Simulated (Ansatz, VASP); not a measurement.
## Sb in VASP and in Ansatz

The input INCAR:

```
ALGO = Normal ; EDIFF = 1E-7
ENCUT = 520 ; GGA = PS
ISIF = 2 ; ISMEAR = 0
LASPH = T ; LCHARG = F
LREAL = F ; LWAVE = F
NBANDS = 12 ; NELM = 80
PREC = Accurate ; SIGMA = 0.1
```

The input KPOINTS:

```
k-points
0
Gamma
  9 9 6
```

The input POSCAR:

```
Sb
1.0
    5.9497187636      0.0000000000      0.0000000000
   -2.9748593818      5.1526075948      0.0000000000
    0.0000000000      0.0000000000      9.6566072163
Sb
2
Direct
    0.3333333333      0.6666666667      0.2500000000
    0.6666666667      0.3333333333      0.7500000000
```

Input for Ansatz:

```yaml
crystal:
  lattice:
    - [5.9497187636, 0.0, 0.0]
    - [-2.9748593818, 5.1526075948, 0.0]
    - [0.0, 0.0, 9.6566072163]
  atoms:
    - { symbol: Sb, position: [0.3333333333, 0.6666666667, 0.25] }
    - { symbol: Sb, position: [0.6666666667, 0.3333333333, 0.75] }
basis:
  ecutwfc: 420
kpoints:
  mp_grid: { grid: [9, 9, 6] }
hamiltonian:
  xc: pbesol
scf:
  occupations: { method: gaussian, width: 0.1 }
output:
  forces: true
  stress: true
  eigenvalues: true
```

Alike in both runs: task single point; functional PBEsol; k mesh 9 × 9 × 6; occupations gaussian, width 0.1 eV; no spin polarisation.

|  | VASP | Ansatz |
| --- | --- | --- |
| version | VASP 6.6.1 | Ansatz 0.2.0 |
| potentials or method | VASP PAW PBE potentials, release 64 (Sb) | scalar-relativistic, plane waves, PAW |
| plane-wave cutoff (eV) | 520 | 420 |
| valence electrons in the cell | 10 | 30 |

|  | VASP | Ansatz | Ansatz less VASP |
| --- | --- | --- | --- |
| gap on the k mesh at the Fermi level (eV) | none | none | - |
| pressure (GPa) | -1.1 | -1.1 | 0.00 |

A gap of «none» marks a metal or a gap that the smearing closes. The functional is the same, so the differences come from potentials, cutoffs and numerics. The two sets of potentials don't hold the same shells in valence.

Caveats: the PAW data sets were made with another functional, which shifts forces and pressure a little (VASP). Spin-orbit coupling is left out, which matters for the levels of Sb.
